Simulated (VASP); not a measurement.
# GaP (R-3m) in VASP: single point with PBEsol

Aim: the single point of GaP with PBEsol.

All numbers are computed with VASP 6.6.1; they aren't measurements. Logs are shortened: lines on timing, memory, paths and dates and some standing lists are left out, and cuts for length are marked.

**1. The crystal as given**

It takes space group R-3m (No. 166, trigonal). The conventional cell has a = 3.886 Å, b = 3.886 Å, c = 19.292 Å, α = 90.00°, β = 90.00°, γ = 120.00°. Ga (site symmetry 3m) is surrounded by 3 P at 2.40 Å and 1 Ga at 2.49 Å. P (site symmetry 3m) is surrounded by 1 P at 2.21 Å and 3 Ga at 2.40 Å.

Measurements of this composition are mostly on another form, of space group No. 216.

**2. Single point, PBEsol**

INCAR reads:

```
SYSTEM = GaP
  PREC = Accurate
  ENCUT = 520
  EDIFF = 1E-7
  ISMEAR = 0
  SIGMA = 0.05
  LREAL = .False.
  LASPH = .True.
  NELM = 100
  ALGO = Fast
  ISIF = 2
  LWAVE = .False.
  LCHARG = .False.
  GGA = PS
  NBANDS = 26
```

KPOINTS reads:

```
Automatic mesh
0
Gamma
  9 9 9
  0 0 0
```

POSCAR reads:

```
GaP
1.0
    1.9430151755      1.1218003346      6.4308101003
   -1.9430151755      1.1218003346      6.4308101003
    0.0000000000     -2.2436006692      6.4308101003
Ga P
2 2
Direct
    0.4353720000      0.4353720000      0.4353720000
    0.5646280000      0.5646280000      0.5646280000
    0.0573890000      0.0573890000      0.0573890000
    0.9426110000      0.9426110000      0.9426110000
```

Potentials or basis: VASP PAW PBE potentials, release 64 (Ga_d, P).

Run with:

```console
> cat potpaw_PBE.64/Ga_d/POTCAR potpaw_PBE.64/P/POTCAR > POTCAR
> mpirun -np 1 vasp_std > vasp.out
```

OUTCAR:

```text
SYSTEM = GaP
   PREC = Accurate
   ENCUT = 520
   EDIFF = 1E-7
   ISMEAR = 0
   LREAL = .False.
   LASPH = .True.
   NELM = 100
   ISIF = 2
   GGA = PS

 ion  position               nearest neighbor table
   1  0.435  0.435  0.435-   3 2.40   3 2.40   3 2.40   2 2.49
   2  0.565  0.565  0.565-   4 2.40   4 2.40   4 2.40   1 2.49
   3  0.057  0.057  0.057-   4 2.21   1 2.40   1 2.40   1 2.40
   4  0.943  0.943  0.943-   3 2.21   2 2.40   2 2.40   2 2.40

  LATTYP: Found a trigonal (rhomboedric) cell.
 ALAT       =     6.8109516596
 COS(alpha) =     0.8372328403

  Lattice vectors:

 A1 = (   1.9430151755,   1.1218003346,   6.4308101003)
 A2 = (  -1.9430151755,   1.1218003346,   6.4308101003)
 A3 = (   0.0000000000,  -2.2436006692,   6.4308101003)

Analysis of symmetry for initial positions (statically):
=====================================================================
 Subroutine PRICEL returns:
 Original cell was already a primitive cell.

 Routine SETGRP: Setting up the symmetry group for a
 trigonal (rhombohedral) supercell.

 Subroutine GETGRP returns: Found 12 space group operations
 (whereof 12 operations were pure point group operations)
 out of a pool of 12 trial point group operations.

The static configuration has the point symmetry D_3d.

Analysis of symmetry for dynamics (positions and initial velocities):
=====================================================================
 Subroutine PRICEL returns:
 Original cell was already a primitive cell.

 Routine SETGRP: Setting up the symmetry group for a
 trigonal (rhombohedral) supercell.

 Subroutine GETGRP returns: Found 12 space group operations
 (whereof 12 operations were pure point group operations)
 out of a pool of 12 trial point group operations.

The dynamic configuration has the point symmetry D_3d.

 Subroutine INISYM returns: Found 12 space group operations
 (whereof 12 operations are pure point group operations),
 and found     1 'primitive' translations

----------------------------------------------------------------------------------------

                                     Primitive cell

  volume of cell :      84.1025

  direct lattice vectors                    reciprocal lattice vectors
     1.943015176  1.121800335  6.430810100     0.257332010  0.148570705  0.051833801
    -1.943015176  1.121800335  6.430810100    -0.257332010  0.148570705  0.051833801
     0.000000000 -2.243600669  6.430810100     0.000000000 -0.297141410  0.051833801

  length of vectors
     6.810951660  6.810951660  6.810951660     0.301628514  0.301628514  0.301628514

  position of ions in fractional coordinates (direct lattice)
     0.435372000  0.435372000  0.435372000
     0.564628000  0.564628000  0.564628000
     0.057389000  0.057389000  0.057389000
     0.942611000  0.942611000  0.942611000

  ion indices of the primitive-cell ions
   primitive index   ion index
                 1           1
                 2           2
                 3           3
                 4           4

----------------------------------------------------------------------------------------

 KPOINTS: Automatic mesh

Automatic generation of k-mesh.
 Grid dimensions read from file:
 generate k-points for:    9    9    9

 Generating k-lattice:

  Cartesian coordinates                     Fractional coordinates (reciprocal lattice)
     0.028592446  0.016507856  0.005759311     0.111111111 -0.000000000  0.000000000
    -0.028592446  0.016507856  0.005759311    -0.000000000  0.111111111  0.000000000
     0.000000000 -0.033015712  0.005759311     0.000000000  0.000000000  0.111111111

  Length of vectors
     0.033514279  0.033514279  0.033514279

  Shift w.r.t. Gamma in fractional coordinates (k-lattice)
     0.000000000  0.000000000  0.000000000

 Subroutine IBZKPT returns following result:
 ===========================================

 Found     85 irreducible k-points:

 Following reciprocal coordinates:
            Coordinates               Weight
  0.000000  0.000000  0.000000      1.000000
  0.111111  0.000000 -0.000000      6.000000
  0.222222  0.000000 -0.000000      6.000000
  0.333333  0.000000 -0.000000      6.000000
  0.444444  0.000000 -0.000000      6.000000
  0.111111  0.111111 -0.000000      6.000000
[... 16 lines left out ...]
 -0.333333  0.333333  0.000000      6.000000
  0.444444  0.444444 -0.000000      6.000000
 [... further k-points ...]
   k-points           NKPTS =     85   k-points in BZ     NKDIM =     85   number of bands    NBANDS=     26
   number of dos      NEDOS =    301   number of ions     NIONS =      4
   total plane-waves  NPLWV = 157464
   dimension x,y,z NGX =    54 NGY =   54 NGZ =   54
   dimension x,y,z NGXF=   108 NGYF=  108 NGZF=  108
   ions per type =               2   2
   NGX,Y,Z   is equivalent  to a cutoff of  13.18, 13.18, 13.18 a.u.
   NGXF,Y,Z  is equivalent  to a cutoff of  26.36, 26.36, 26.36 a.u.
 SYSTEM =  GaP
   PREC   = accura    normal or accurate (medium, high low for compatibility)
   ISTART =      0    job   : 0-new  1-cont  2-samecut
   ICHARG =      2    charge: 1-file 2-atom 10-const
   ISPIN  =      1    spin polarized calculation?
   LNONCOLLINEAR =      F non collinear calculations
   LSORBIT =      F    spin-orbit coupling
   LASPH  =      T    aspherical Exc in radial PAW
   ENCUT  =  520.0 eV  38.22 Ry    6.18 a.u.  12.66 12.66 12.66*2*pi/ulx,y,z
   NELM   =    100;   NELMIN=  2; NELMDL= -5     # of ELM steps
   EDIFF  = 0.1E-06   stopping-criterion for ELM
   LREAL  =      F    real-space projection
   EDIFFG = 0.1E-05   stopping-criterion for IOM
   NSW    =      0    number of steps for IOM
   IBRION =     -1    ionic relax: 0-MD 1-quasi-New 2-CG
   NFREE  =      0    steps in history (QN), initial steepest desc. (CG)
   ISIF   =      2    stress and relaxation
   ISYM   =      2    0-nonsym 1-usesym 2-fastsym
   POTIM  = 0.5000    time-step for ionic-motion
   TEBEG  =    0.0;   TEEND  =   0.0 temperature during run
   PSTRESS=    0.0 pullay stress
   NELECT =      36.0000    total number of electrons
   NUPDOWN=      -1.0000    fix difference up-down
   EMIN   =  10.00;   EMAX   =-10.00  energy-range for DOS
   EFERMI =   0.00;   METHOD = LEGACY
   ISMEAR =     0;   SIGMA  =   0.05  broadening in eV -4-tet -1-fermi 0-gaus
   EFERMI_NEDOS =   21; number of points for ismear=-14 and -15
   IALGO  =     68    algorithm
   IMIX   =      4    mixing-type and parameters
     AMIX     =   0.40;   BMIX     =  1.00
     AMIX_MAG =   1.60;   BMIX_MAG =  1.00
  volume/ion in A,a.u.               =      21.03       141.89
  Fermi-wavevector in a.u.,A,eV,Ry     =   1.233785  2.331515 20.711129  1.522225
  Thomas-Fermi vector in A             =   2.368501
   LORBIT       =      0    0 simple, 1 ext, 2 COOP (PROOUT), +10 PAW based schemes
   GGA     = PS    functional components
   LHFCALC =     F    Hartree Fock is set to
   AEXX    =    0.0000 exact exchange contribution
   IVDW    =     0    specifies the selected vdW correction
   LEPSILON=     F    determine dielectric tensor
   LRPA    =     F    only Hartree local field effects (RPA)
 non-spin polarized calculation
 RMM-DIIS sequential band-by-band and
 Gauss-broadening in eV      SIGMA  =   0.05
  energy-cutoff  :      520.00
  volume of cell :       84.10
 maximum number of plane-waves:      2284
 NGX is ok and might be reduce to    54
   NGX = 25   NGY = 25   NGZ = 25

 number of electron      36.0000008 magnetization

 Free energy of the ion-electron system (eV)
  ---------------------------------------------------
  ext. energy  EPLUGINS =         0.00000000
  ---------------------------------------------------
  free energy    TOTEN  =       -19.30162904 eV

  energy without entropy =      -19.30162904  energy(sigma->0) =      -19.30162904

 E-fermi :   4.7561     XC(G=0):  -9.8538

 val. band max:        4.5277529304   @ k =   0.0000   0.0000   0.0000
 cond. band min:       5.3772286896   @ k =  -0.4444  -0.4444   0.1111
 fundamental gap:      0.8494757592
 Fermi energy:         4.7561103591

 k-point     1 :       0.0000    0.0000    0.0000
  band No.  band energies     occupation
      1     -10.2172      2.00000
      2     -10.0899      2.00000
      3     -10.0899      2.00000
      4     -10.0762      2.00000
      5     -10.0762      2.00000
      6     -10.0240      2.00000
[... 18 lines left out ...]
     25       8.8641      0.00000
     26      12.7516      0.00000

 k-point     2 :       0.1111    0.0000   -0.0000
  band No.  band energies     occupation
      1     -10.2146      2.00000
      2     -10.1051      2.00000
      3     -10.0884      2.00000
      4     -10.0834      2.00000
      5     -10.0710      2.00000
      6     -10.0262      2.00000
[... 18 lines left out ...]
     25       9.2859      0.00000
     26      12.8179      0.00000

 k-point     3 :       0.2222    0.0000   -0.0000
  band No.  band energies     occupation
      1     -10.2088      2.00000
      2     -10.1387      2.00000
      3     -10.0993      2.00000
      4     -10.0856      2.00000
      5     -10.0579      2.00000
      6     -10.0321      2.00000
[... 18 lines left out ...]
     25      10.3409      0.00000
     26      11.7160      0.00000

 k-point     4 :       0.3333    0.0000   -0.0000
  band No.  band energies     occupation
      1     -10.2043      2.00000
      2     -10.1706      2.00000
      3     -10.1135      2.00000
      4     -10.0835      2.00000
      5     -10.0431      2.00000
      6     -10.0392      2.00000
[... 18 lines left out ...]
     25      11.4104      0.00000
     26      11.9422      0.00000
[... 496 lines left out ...]
      1     -10.1951      2.00000
      2     -10.1719      2.00000
      3     -10.1369      2.00000
      4     -10.0813      2.00000
      5     -10.0598      2.00000
      6     -10.0196      2.00000
[... 18 lines left out ...]
     25      12.1352      0.00000
     26      13.0606      0.00000

 k-point    23 :      -0.3333    0.3333    0.0000
  band No.  band energies     occupation
      1     -10.1940      2.00000
      2     -10.1782      2.00000
      3     -10.1343      2.00000
      4     -10.0723      2.00000
      5     -10.0711      2.00000
      6     -10.0103      2.00000
[... 18 lines left out ...]
     25      11.9475      0.00000
     26      12.1883      0.00000

 k-point    24 :       0.4444    0.4444   -0.0000
  band No.  band energies     occupation
      1     -10.2036      2.00000
      2     -10.1577      2.00000
      3     -10.1426      2.00000
      4     -10.0879      2.00000
      5     -10.0441      2.00000
      6     -10.0322      2.00000
[... 18 lines left out ...]
     25      13.1159      0.00000
     26      14.1162      0.00000

 [... further k-points ...]

------------------------ aborting loop because EDIFF is reached ----------------------------------------

  FORCE on cell =-STRESS in cart. coord.  units (eV):
  Direction    XX          YY          ZZ          XY          YZ          ZX
  --------------------------------------------------------------------------------------
  -------------------------------------------------------------------------------------
  Total       -1.5637749     -1.5637749     -1.3709042      0.0000000     -0.0000000      0.0000000
  in kB      -29.7903854    -29.7903854    -26.1161405      0.0000000     -0.0000000      0.0000000
  external PRESSURE =     -28.5656371 kB  Pullay stress =       0.0000000 kB

 VOLUME and BASIS-vectors are now :
 -----------------------------------------------------------------------------
  energy-cutoff  :      520.00
  volume of cell :       84.10
      direct lattice vectors                 reciprocal lattice vectors
     1.943015176  1.121800335  6.430810100     0.257332010  0.148570705  0.051833801
    -1.943015176  1.121800335  6.430810100    -0.257332010  0.148570705  0.051833801
     0.000000000 -2.243600669  6.430810100     0.000000000 -0.297141410  0.051833801

 POSITION                                       TOTAL-FORCE (eV/Angst)
 -----------------------------------------------------------------------------------
      0.00000      0.00000      8.39938         0.000000     -0.000000      0.046242
      0.00000      0.00000     10.89305         0.000000      0.000000     -0.046242
      0.00000      0.00000      1.10717         0.000000     -0.000000      0.085482
      0.00000      0.00000     18.18526         0.000000      0.000000     -0.085482
 -----------------------------------------------------------------------------------
    total drift:                                0.000000      0.000000      0.000000

  FREE ENERGIE OF THE ION-ELECTRON SYSTEM (eV)
  ---------------------------------------------------
  free  energy   TOTEN  =       -19.3016290421 eV

  energy  without entropy=      -19.3016290421  energy(sigma->0) =      -19.30162904
```

It took 14 min on 1 thread of AMD EPYC 7R13 (Zen 3), shared host; peak memory 0.45 GiB.

Results:

```
Free energy            : -19.3016 eV
Pressure               : -2.9 GPa
Largest force          : 0.085 eV/Å
Band gap on the k mesh : 0.85 eV, indirect (least direct gap 1.02 eV)
```

Forces on the atoms (eV/Å):
```
Ga   0.000  0.000  0.046
Ga   0.000  0.000 -0.046
P    0.000  0.000  0.085
P    0.000  0.000 -0.085
```

Stress tensor (GPa, compression positive):
```
-2.98  0.00  0.00
 0.00 -2.98  0.00
 0.00  0.00 -2.61
```

Levels at points of the mesh, in eV from the valence-band top:
```csv
k point,band 14,band 15,band 16,band 17,band 18,band 19,band 20,band 21,band 22,band 23
"(0.00, 0.00, 0.00)",-1.80,-1.80,-0.26,0.00,0.00,1.03,1.45,2.70,3.62,3.62
```

Caveat: the PAW data sets were made with another functional, which shifts forces and pressure a little; an odd mesh through Γ misses points on the zone boundary, where band edges often lie.
